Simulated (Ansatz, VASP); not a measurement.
# One calculation of TiC, two programs

File INCAR:

```
SYSTEM = TiC
PREC     = Accurate       ! precision mode
ENCUT    = 520            ! plane-wave cutoff, eV
EDIFF    = 1E-6           ! SCF threshold, eV
ISMEAR   = 0              ! smearing method
SIGMA    = 0.15           ! smearing width, eV
LREAL    = .False.        ! projectors in reciprocal space
LASPH    = .True.         ! aspherical terms in the spheres
NELM     = 100            ! most SCF steps
ALGO     = Fast           ! electronic algorithm
ISIF     = 2              ! what is computed and relaxed
LWAVE    = .False.        ! write WAVECAR
LCHARG   = .False.        ! write CHGCAR
GGA      = PS             ! functional
NBANDS   = 15             ! bands
```

File KPOINTS:

```
Automatic mesh
0
Gamma
  18 18 18
  0 0 0
```

Contents of POSCAR:

```
TiC
1.0
    0.0000000000      2.1640000000      2.0017000000
    2.1640000000      0.0000000000      2.0017000000
    2.1640000000      2.1640000000      0.0000000000
Ti C
1 1
Direct
    0.0000000000      0.0000000000      0.0000000000
    0.5000000000      0.5000000000      0.5000000000
```

Input for Ansatz:

```yaml
crystal:
  lattice:
    - [0.0, 2.164, 2.0017]
    - [2.164, 0.0, 2.0017]
    - [2.164, 2.164, 0.0]
  atoms:
    - { symbol: Ti, position: [0.0, 0.0, 0.0] }
    - { symbol: C, position: [0.5, 0.5, 0.5] }
basis:
  ecutwfc: 420
kpoints:
  mp_grid: { grid: [18, 18, 18] }
hamiltonian:
  xc: pbesol
scf:
  occupations: { method: gaussian, width: 0.15 }
output:
  forces: true
  stress: true
  eigenvalues: true
```

Change from the starting cell: strain -0.0750 x Voigt [0, 0, 1, 0, 0, 0], atoms carried along.

Alike in both runs: task single point; functional PBEsol; k mesh 18 × 18 × 18; occupations gaussian, width 0.15 eV; no spin polarisation.

|  | VASP | Ansatz |
| --- | --- | --- |
| version | VASP 6.6.1 | Ansatz 0.2.0 |
| potentials or method | VASP PAW PBE potentials, release 64 (Ti_sv, C) | scalar-relativistic, plane waves, PAW |
| plane-wave cutoff (eV) | 520 | 420 |
| valence electrons in the cell | 16 | 16 |

```csv
,VASP,Ansatz,Ansatz less VASP
gap on the k mesh at the Fermi level (eV),none,none,-
pressure (GPa),19.6,19.4,-0.18
largest component of the traceless stress (GPa),31.84,31.83,-0.004
```

A gap of «none» marks a metal or a gap that the smearing closes. The functional is the same, so the differences come from potentials, cutoffs and numerics.

Caveats: so large a pressure means that the cell lies far from this level's equilibrium, or that cutoff or potentials fall short (VASP); the potentials were made for another functional, which shifts forces and pressure (VASP).
